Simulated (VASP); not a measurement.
# A VASP 6.6.1 single-point calculation on LiF

INCAR

```
ALGO = Normal
NBANDS = 12
IBRION = -1
LASPH = .TRUE.
ISMEAR = -1
ISIF = 2
SIGMA = 0.005
NSW = 0
METAGGA = R2SCAN
LREAL = .FALSE.
LCHARG = .FALSE.
EDIFF = 1E-6
ENCUT = 520
PREC = Accurate
LWAVE = .FALSE.
NELM = 98
```

KPOINTS

```
KPOINTS created by Atomic Simulation Environment
0
Gamma
10 10 10
0 0 0
```

POSCAR

```
Li F
 1.0000000000000000
     0.0188394048000000    1.9937624249000001    1.9937624249000001
     1.9937624249000001    0.0188394048000000    1.9937624249000001
     1.9937624249000001    1.9937624249000001    0.0188394048000000
 Li  F
   1   1
Cartesian
  0.0000000000000000  0.0000000000000000  0.0000000000000000
  2.0031821273000001  2.0031821273000001  2.0031821273000001
```

The recommended PBE PAW datasets give the neutral cell 10 valence electrons.

Command

```
mpirun -np 1 vasp_std
```

OSZICAR

```
N       E                     dE             d eps       ncg     rms          rms(c)
DAV:   1     0.288819007171E+02    0.28882E+02   -0.55282E+03  2916   0.868E+02
DAV:   2    -0.138592541709E+02   -0.42741E+02   -0.41912E+02  3404   0.200E+02
DAV:   3    -0.149603764116E+02   -0.11011E+01   -0.10988E+01  3704   0.277E+01
DAV:   4    -0.149711990215E+02   -0.10823E-01   -0.10822E-01  3212   0.284E+00
DAV:   5    -0.149713447327E+02   -0.14571E-03   -0.14571E-03  3804   0.238E-01    0.389E+00
DAV:   6    -0.119043850825E+02    0.30670E+01   -0.67412E-01  2864   0.617E+00    0.152E+00
DAV:   7    -0.119025699506E+02    0.18151E-02   -0.48520E-01  3312   0.496E+00    0.120E+00
DAV:   8    -0.120411953457E+02   -0.13863E+00   -0.10650E+00  3016   0.708E+00    0.264E+00
DAV:   9    -0.119021825955E+02    0.13901E+00   -0.70914E-01  2936   0.549E+00    0.103E-01
DAV:  10    -0.119014493592E+02    0.73324E-03   -0.61655E-03  3240   0.808E-01    0.121E-01
DAV:  11    -0.119013971927E+02    0.52167E-04   -0.13849E-04  3212   0.110E-01    0.715E-02
DAV:  12    -0.119013022461E+02    0.94947E-04   -0.57571E-04  3200   0.162E-01    0.536E-03
DAV:  13    -0.119013018679E+02    0.37814E-06   -0.54423E-06  3424   0.217E-02
   1 F= -.11901302E+02 E0= -.11901302E+02  d E =0.000000E+00
```

From OUTCAR

```
k-points           NKPTS =    116   k-points in BZ     NKDIM =    116   number of bands    NBANDS=     12

   NELECT =      10.0000    total number of electrons

   dimension x,y,z NGX =    24 NGY =   24 NGZ =   24
   dimension x,y,z NGXF=    48 NGYF=   48 NGZF=   48

  energy-cutoff  :      520.00
  volume of cell :       15.63
      direct lattice vectors                 reciprocal lattice vectors
     0.018839405  1.993762425  1.993762425    -0.254364945  0.251983905  0.251983905
     1.993762425  0.018839405  1.993762425     0.251983905 -0.254364945  0.251983905
     1.993762425  1.993762425  0.018839405     0.251983905  0.251983905 -0.254364945

 k-points in reciprocal lattice and weights: KPOINTS created by Atomic Simulation Env
   0.00000000  0.00000000  0.00000000       0.001
   0.10000000  0.00000000 -0.00000000       0.006
   0.20000000  0.00000000 -0.00000000       0.006
   0.30000000  0.00000000 -0.00000000       0.006
   0.40000000  0.00000000  0.00000000       0.006
   0.50000000 -0.00000000 -0.00000000       0.003
   0.10000000  0.10000000  0.00000000       0.006
   0.20000000  0.10000000 -0.00000000       0.012
   ...

 E-fermi :  -1.1281

 k-point     1 :       0.0000    0.0000    0.0000
  band No.  band energies     occupation
      1     -43.3447      2.00000
      2     -22.5848      2.00000
      3      -1.4194      2.00000
      4      -1.3365      2.00000
      5      -1.3365      2.00000
      6       9.3441      0.00000
      7      24.2415      0.00000
      8      24.7337      0.00000
      9      24.7337      0.00000
     10      25.2147      0.00000
     11      25.4196      0.00000
     12      25.4196      0.00000

 k-point     2 :       0.1000    0.0000   -0.0000
  band No.  band energies     occupation
      1     -43.3381      2.00000
      2     -22.5444      2.00000
      3      -1.6427      2.00000
      4      -1.4333      2.00000
      5      -1.3644      2.00000
      6       9.6243      0.00000
      7      21.7895      0.00000
      8      23.3763      0.00000
      9      23.6239      0.00000
     10      25.8010      0.00000
     11      26.1705      0.00000
     12      26.4626      0.00000

 k-point     3 :       0.2000    0.0000   -0.0000
  band No.  band energies     occupation
      1     -43.3206      2.00000
      2     -22.4353      2.00000
      3      -2.3567      2.00000
      4      -1.4997      2.00000
      5      -1.4361      2.00000
      6      10.2318      0.00000
      7      19.2119      0.00000
      8      21.8330      0.00000
      9      22.0188      0.00000
     10      27.0216      0.00000
     11      27.4638      0.00000
     12      27.5077      0.00000

 k-point     4 :       0.3000    0.0000   -0.0000
  band No.  band energies     occupation
      1     -43.2990      2.00000
      2     -22.2954      2.00000
      3      -3.1604      2.00000
      4      -1.5765      2.00000
      5      -1.5219      2.00000
      6      10.6807      0.00000
      7      17.7862      0.00000
      8      20.4807      0.00000
      9      20.6526      0.00000
     10      28.7501      0.00000
     11      28.9883      0.00000
     12      29.2433      0.00000

 ...

  Total        0.0663725      0.0663725      0.0663725     -0.0715923     -0.0715923     -0.0715923
  in kB        6.8053084      6.8053084      6.8053084     -7.3405036     -7.3405036     -7.3405036
  external PRESSURE =       6.8053084 kB  Pullay stress =       0.0000000 kB

 POSITION                                       TOTAL-FORCE (eV/Angst)
 -----------------------------------------------------------------------------------
      0.00000      0.00000      0.00000        -0.000000     -0.000000      0.000000
      2.00318      2.00318      2.00318         0.000000      0.000000     -0.000000
 -----------------------------------------------------------------------------------
    total drift:                               -0.000000     -0.000000      0.000000

  FREE ENERGIE OF THE ION-ELECTRON SYSTEM (eV)
  ---------------------------------------------------
  free  energy   TOTEN  =       -11.9013018679 eV

  energy  without entropy=      -11.9013018679  energy(sigma->0) =      -11.90130187
```

It converged. Results: gap between bands v and c on the k mesh 10.68 eV; least direct gap on the k mesh 10.68 eV; pressure 0.7 GPa. Band v is the last that the valence electrons fill when counted band by band, and c is the next.

For comparison, a separate r²SCAN run of the intended cell, on usual settings and not on those above, gives a gap of 10.68 eV on its mesh and a pressure of 0.7 GPa.

The run above took about 45 s on one core of a shared host (Intel Xeon Platinum 8488C) and held 0.14 GiB at most.
